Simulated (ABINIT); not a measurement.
# SnO2 (I4_1/amd) in ABINIT: relaxation of cell and atoms with PBEsol

Aim: the relaxation of cell and atoms of SnO2 with PBEsol.

All numbers are computed with ABINIT 10.8.3 (patched build); they aren't measurements. Logs are shortened: lines on timing, memory, paths and dates and some standing lists are left out, and cuts for length are marked. The log counts tension as positive stress, the text compression.

## (1) The crystal as given

Symmetry: I4_1/amd, No. 141, tetragonal system. The conventional cell has a = 4.000 Å, b = 4.000 Å, c = 10.247 Å, α = 90.00°, β = 90.00°, γ = 90.00°. Around Sn (site symmetry -4m2) lie 6 O at 2.06 to 2.09 Å. O (site symmetry 2mm) is surrounded by 3 Sn at 2.06 to 2.09 Å.

Measurements of this composition are mostly on another form, of space group No. 136.

## (2) Relaxation of cell and atoms, PBEsol

The input, run.abi:

```
# Pseudopotentials
pp_dirpath "./"
pseudos "Sn.GGA_PBE-JTH.xml, O.GGA_PBE-JTH.xml"

# Structure
acell 5.8525749818 5.8525749818 5.8525749818 Angstrom
rprim
    -0.3417416466     0.3417416466     0.8754571914
     0.3417416466    -0.3417416466     0.8754571914
     0.3417416466     0.3417416466    -0.8754571914
ntypat 2
znucl 50 8
natom 6
typat 1 1 2 2 2 2
xred
     0.0000000000     0.0000000000     0.0000000000
     0.7500000000     0.2500000000     0.5000000000
     0.5465225900     0.0465225900     0.5000000000
     0.2034774100     0.2034774100     0.0000000000
     0.9534774100     0.4534774100     0.5000000000
     0.7965225900     0.7965225900     0.0000000000
chkprim 0
chksymtnons 0
tolsym 1.0e-6

# Plane-wave basis
ecut 23.0
pawecutdg 45.0
pawxcdev 0
pawovlp -1

# k points
kptopt 1
ngkpt 4 4 4
nshiftk 1
shiftk 0.0 0.0 0.0

# Exchange and correlation
ixc -116133

# Bands and occupations
nband 32
occopt 3
tsmear 0.00183747

# SCF cycle
nstep 100
tolvrs 1.0e-9

# Output
iomode 3
prtwf 0
prtden 0
prteig 0
prtebands 0
prtvol 2

# Relaxation
ionmov 2
ntime 60
tolmxf 0.0002
optcell 2
dilatmx 1.08
ecutsm 0.5
```

Potentials or basis: JTH PAW PBE v2.0.

Command:

```sh
$ abinit run.abi > log 2>&1
```

run.abo:

```text
.Version 10.8.3 of ABINIT
 Symmetries : space group I4_1/a m d (#141); Bravais tI (body-center tetrag.)
================================================================================
 Values of the parameters that define the memory need of the present run
     intxc =       0    ionmov =       2      iscf =      17    lmnmax =      18
     lnmax =       6     mgfft =      54  mpssoang =       3    mqgrid =    3001
     natom =       6  nloc_mem =       2    nspden =       1   nspinor =       1
    nsppol =       1      nsym =      16    n1xccc =       1    ntypat =       2
    occopt =       3   xclevel =       2
       mpw =        3688          nfft =      157464          nkpt =          13
 PAW method is used; the additional fine FFT grid is defined by:
   mgfftf=        75    nfftf =    421875
================================================================================
================================================================================

--------------------------------------------------------------------------------
------------- Echo of variables that govern the present computation ------------
--------------------------------------------------------------------------------
 -outvars: echo values of preprocessed input variables --------
            acell      1.1059763847E+01  1.1059763847E+01  1.1059763847E+01 Bohr
              amu      1.18710000E+02  1.59994000E+01
          chkprim           0
      chksymtnons           0
          dilatmx      1.08000000E+00
             ecut      2.30000000E+01 Hartree
           ecutsm      5.00000000E-01 Hartree
           ionmov           2
              ixc     -116133
         kptrlatt        4    0    0      0    4    0      0    0    4
          kptrlen      3.02366553E+01
            natom           6
            nband          32
            ngfft          54      54      54
          ngfftdg          75      75      75
             nkpt          13
            nstep         100
             nsym          16
            ntime          60
           ntypat           2
           occopt           3
          optcell           2
        pawecutdg      4.50000000E+01 Hartree
          pawovlp     -1.0000000000E+00
         pawxcdev           0
           prtden           0
        prtebands           0
           prteig           0
           prtvol           2
            prtwf           0
            rprim     -3.4174164660E-01  3.4174164660E-01  8.7545719140E-01
                       3.4174164660E-01 -3.4174164660E-01  8.7545719140E-01
                       3.4174164660E-01  3.4174164660E-01 -8.7545719140E-01
          spgroup         141
           tolmxf      2.00000000E-04
           tolsym      1.00000000E-06
           tolvrs      1.00000000E-09
           tsmear      1.83747000E-03 Hartree
            typat      1  1  2  2  2  2
           useylm           1
           xangst      0.0000000000E+00  0.0000000000E+00  0.0000000000E+00
                       1.2397577816E-16  2.0000686111E+00  2.5618394280E+00
[... 1334 lines left out ...]
)     Minimum=    1.9449E-03  at reduced coord.    0.4267    0.4267    0.0000
)Next minimum=    1.9449E-03  at reduced coord.    0.5733    0.5733    0.0000
   Integrated=    5.2000E+01

--- !EnergyTerms
iteration_state     : {dtset: 1, itime: 8, icycle: 1, }
comment             : Components of total free energy in Hartree
kinetic             :  5.41854733706288E+01
hartree             :  7.54300213803042E+01
xc                  : -2.51897999804839E+01
Ewald energy        : -1.38558437639514E+02
psp_core            :  6.54389163422900E+00
local_psp           : -2.11918038383396E+02
PAW spherical_terms :  3.56438935314422E+01
internal            : -2.03862996086790E+02
'-kT*entropy'       : -8.80550233124505E-10
total_energy        : -2.03862996087670E+02
total_energy_eV     : -5.54739472780451E+03
...

--- !EnergyTermsDC
iteration_state     : {dtset: 1, itime: 8, icycle: 1, }
comment             : '"Double-counting" decomposition of free energy'
band_energy         : -1.55370229231846E+01
Ewald energy        : -1.38558437639514E+02
psp_core            :  6.54389163422900E+00
xc_dc               : -7.63329598004760E+01
PAW spherical_terms :  2.00215307188619E+01
internal            : -2.03862998010084E+02
'-kT*entropy'       : -8.80550233124505E-10
total_energy_dc     : -2.03862998010964E+02
total_energy_dc_eV  : -5.54739478014001E+03
...

--- !EnergyTermsWithPAWCore
iteration_state     : {dtset: 1, itime: 8, icycle: 1, }
comment             : 'Components of total free energy, including PAW core contributions'
Total energy        : -1.26493511927609E+04
Total energy DC     : -1.26493511946842E+04
Total energy (eV)   : -3.44206381067278E+05
Total energy DC (eV): -3.44206381119613E+05
...

 rms coord change=  4.3510E-04   atom, delta coord (reduced):
     1       -0.000000000000     -0.000000000000     -0.000000000000
     2        0.000000000000      0.000000000000      0.000000000000
     3        0.000652656756      0.000652656756      0.000000000000
     4       -0.000652656756     -0.000652656756     -0.000000000000
     5       -0.000652656756     -0.000652656756      0.000000000000
     6        0.000652656756      0.000652656756     -0.000000000000

 Cartesian components of stress tensor (hartree/bohr^3)
  sigma(1 1)=  1.72822599E-06  sigma(3 2)=  0.00000000E+00
  sigma(2 2)=  1.72822599E-06  sigma(3 1)=  0.00000000E+00
  sigma(3 3)=  1.80722976E-06  sigma(2 1)=  0.00000000E+00

-Cartesian components of stress tensor (GPa)         [Pressure= -5.1621E-02 GPa]
- sigma(1 1)=  5.08461640E-02  sigma(3 2)=  0.00000000E+00
- sigma(2 2)=  5.08461640E-02  sigma(3 1)=  0.00000000E+00
- sigma(3 3)=  5.31705351E-02  sigma(2 1)=  0.00000000E+00

== END DATASET(S) ==============================================================
================================================================================

 -outvars: echo values of variables after computation  --------
            acell      1.1062852610E+01  1.1062852610E+01  1.1062852610E+01 Bohr
           etotal     -2.0386299801E+02
            fcart     -2.3229953056E-21  1.0651364687E-21  1.1293772646E-21
                      -2.3229953106E-21  1.0651364954E-21  1.1293772653E-21
                      -1.2808222518E-21  8.8835731147E-21  3.1213441042E-05
                       3.7965399195E-21 -1.3144119026E-20 -3.1213441042E-05
                       3.7965399195E-21 -6.3678554481E-21 -3.1213441042E-05
                      -1.6662669710E-21  8.4981283955E-21  3.1213441042E-05
            rprim     -3.4211059766E-01  3.4211059766E-01  8.7516894251E-01
                       3.4211059766E-01 -3.4211059766E-01  8.7516894251E-01
                       3.4211059766E-01  3.4211059766E-01 -8.7516894251E-01
           strten      1.7282259871E-06  1.7282259871E-06  1.8072297567E-06
                       0.0000000000E+00  0.0000000000E+00  0.0000000000E+00
           xangst     -9.9886828739E-20 -2.7071170578E-20 -1.0299542291E-19
                       3.5882676069E-16  2.0027871057E+00  2.5617111621E+00
                      -1.1117701791E-16  2.0027871057E+00  4.8339742476E-01
                       2.8500788474E-18 -1.1014288314E-17  2.0783137373E+00
                      -1.1117701791E-16  2.0027871057E+00  4.6400248995E+00
                       5.5224483575E-17 -8.6355654363E-17  8.1685309111E+00
             xred     -1.6809802659E-20 -3.4988384384E-20 -3.1695330711E-20
                       7.5000000000E-01  2.5000000000E-01  5.0000000000E-01
                       5.4717524676E-01  4.7175246756E-02  5.0000000000E-01
                       2.0282475324E-01  2.0282475324E-01 -2.0382120105E-18
                       9.5282475324E-01  4.5282475324E-01  5.0000000000E-01
                       7.9717524676E-01  7.9717524676E-01 -7.7719620571E-18
 Calculation completed.
```

It took 18 min on 1 thread of Intel Xeon Platinum 8259CL at 2.50GHz (Skylake/Cascade Lake), shared host; peak memory 0.26 GiB.

What came out:

```yaml
Free_energy: -5547.3948 eV
Relaxed_volume: 13.70 Å³/atom
Relaxed_cell: a = 5.854 Å, b = 5.854 Å, c = 5.854 Å, α = 139.99°, β = 139.99°, γ = 57.87°
Space_group_after_relaxing_to_0.05_Å: I4_1/amd (No. 141)
Energy_gained_by_relaxing: 0.3 meV/atom
Ionic_steps: 8
Pressure_after_relaxing: -0.1 GPa
Band_gap_on_the_k_mesh: 1.56 eV, indirect (least direct gap 1.94 eV)
```

Step by step:
| step | energy change (eV) | largest force (eV/Å) | pressure (GPa) | volume (Å³) |
| --- | --- | --- | --- | --- |
| 1 | 0.0000 | 0.0989 | 0.06 | 81.98 |
| 2 | -0.0007 | 0.0734 | 0.10 | 82.00 |
| 3 | -0.0015 | 0.0097 | 0.11 | 82.09 |
| 4 | -0.0015 | 0.0096 | 0.05 | 82.12 |
| 5 | -0.0015 | 0.0105 | -0.05 | 82.18 |
| 6 | -0.0016 | 0.0097 | -0.09 | 82.20 |
| 7 | -0.0016 | 0.0052 | -0.10 | 82.22 |
| 8 | -0.0016 | 0.0016 | -0.05 | 82.20 |

Final structure:
```
Sn O
1.0
    -2.00279    2.00279    5.12342
     2.00279   -2.00279    5.12342
     2.00279    2.00279   -5.12342
Sn O
2 4
Direct
  0.00000 0.00000 0.00000
  0.75000 0.25000 0.50000
  0.54718 0.04718 0.50000
  0.20282 0.20282 0.00000
  0.95282 0.45282 0.50000
  0.79718 0.79718 0.00000
```

Caveat: the k mesh is coarse (spacing up to 0.56 Å⁻¹), so the values aren't converged; the PAW data sets were made with another functional, which shifts forces and pressure a little; spin-orbit coupling is left out, which moves the levels of the heavy elements; the atomic spheres overlap.
